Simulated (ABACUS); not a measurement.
Write the native input for ABACUS 3.10.1 that does the following.

```yaml
Task: single point
Functional: PBEsol
Potentials_or_basis: PseudoDojo NC SR 0.4.1 PBEsol standard
Cutoff: 1184 eV
Density_cutoff: 4735 eV
Basis: plane waves
k_mesh: 8 × 8 × 8
Occupations: fermi-dirac, width 0.05 eV
Spin: no spin polarisation
Radial_cutoff_of_the_potentials_pseudo_rcut: 7 bohr
SCF_threshold_on_the_density: 1e-08
Max_SCF_steps: 100
Eigensolver: dav
Mixing: broyden
Mixing_share: 0.7
Symmetry_key: 1
Bands: 15
```

The system is Li2Se.

```
Se Li
1.0
     0.00000    3.00250    3.00250
     3.00250    0.00000    3.00250
     3.00250    3.00250    0.00000
Se Li
1 2
Cartesian
  0.0000 0.0000 0.0000
  4.5038 4.5038 4.5038
  1.5012 1.5012 1.5012
```

These files were run (other wordings do the same):

INPUT

```
INPUT_PARAMETERS
suffix              Li2Se
calculation         scf
basis_type          pw
pseudo_dir          ./
symmetry            1
dft_functional      pbesol
ecutwfc             87
pseudo_rcut         7
nspin               1
nbands              15
ks_solver           dav
smearing_method     fd
smearing_sigma      0.00367493
scf_thr             1e-08
scf_nmax            100
mixing_type         broyden
mixing_beta         0.7
cal_force           1
cal_stress          1
kpar                4
```

STRU

```
ATOMIC_SPECIES
Se 78.9710 Se.upf
Li 6.9400 Li.upf

LATTICE_CONSTANT
1.8897261246

LATTICE_VECTORS
0.0000000000 3.0025000000 3.0025000000
3.0025000000 0.0000000000 3.0025000000
3.0025000000 3.0025000000 0.0000000000

ATOMIC_POSITIONS
Direct

Se
0.0
1
0.0000000000 0.0000000000 0.0000000000 1 1 1

Li
0.0
2
0.7500000000 0.7500000000 0.7500000000 1 1 1
0.2500000000 0.2500000000 0.2500000000 1 1 1
```

KPT

```
K_POINTS
0
Gamma
8 8 8 0 0 0
```

Potentials or basis: PseudoDojo NC SR 0.4.1 PBEsol standard, plane waves.

Launch:

```bash
$ OMP_NUM_THREADS=1 mpirun -np 4 abacus > log
```

Results of the run:

```
Pressure               : -1.0 GPa
Band gap on the k mesh : 2.84 eV, indirect (least direct gap 3.23 eV)
```

Run time: 15 s on 4 MPI ranks on Intel(R) Xeon(R) Platinum 8375C CPU @ 2.90GHz (Ice Lake) (shared host), peak memory 0.44 GiB a rank.
